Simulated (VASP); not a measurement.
A run of VASP 6.6.1 is set up as follows.

The input INCAR:

```
PREC = Accurate
ENCUT = 520
EDIFF = 1E-7
ISMEAR = 0
SIGMA = 0.02
LREAL = F
LASPH = T
NELM = 80
ALGO = Normal
ISIF = 2
LWAVE = F
LCHARG = F
GGA = PS
NBANDS = 16
```

The input KPOINTS:

```
regular mesh
0
Gamma
  6 6 6
```

Contents of POSCAR:

```
AgCl
1.0
    0.0000000000      2.7237608988      2.7237608988
    2.7237608988      0.0000000000      2.7237608988
    2.7237608988      2.7237608988      0.0000000000
Ag Cl
1 1
Direct
    0.0000000000      0.0000000000      0.0000000000
    0.5000000000      0.5000000000      0.5000000000
```

Potentials or basis: VASP PAW PBE potentials, release 64 (Ag, Cl).

Run with:

```bash
$ cat potpaw_PBE.64/Ag/POTCAR potpaw_PBE.64/Cl/POTCAR > POTCAR
$ mpirun -np 1 vasp_std > vasp.out
```

Question: Predict the band gap on the k mesh.

Answer: 0.72 eV, indirect (least direct gap 3.28 eV).

Question: Estimate the pressure.

Answer: -0.1 GPa.

Caveat: the PAW data sets were made with another functional, which shifts forces and pressure a little.

**The experiment to reproduce.**

From a printed reference work, data compilation, for a bulk crystal of AgCl: band gap 3.249 eV (indirect).

Measured gap of AgCl: 3.249 eV (indirect; a printed reference work, data compilation). This calculation gives 0.72 eV (-2.53 eV). So large a miss can be the level of theory's own, or it may mean another phase, state or a wrong row. Spin-orbit coupling on Ag is left out. The value is that of PBEsol on a finite k mesh, which can miss the band edges, without temperature or zero-point motion. Semilocal functionals fall short of measured gaps as a rule.
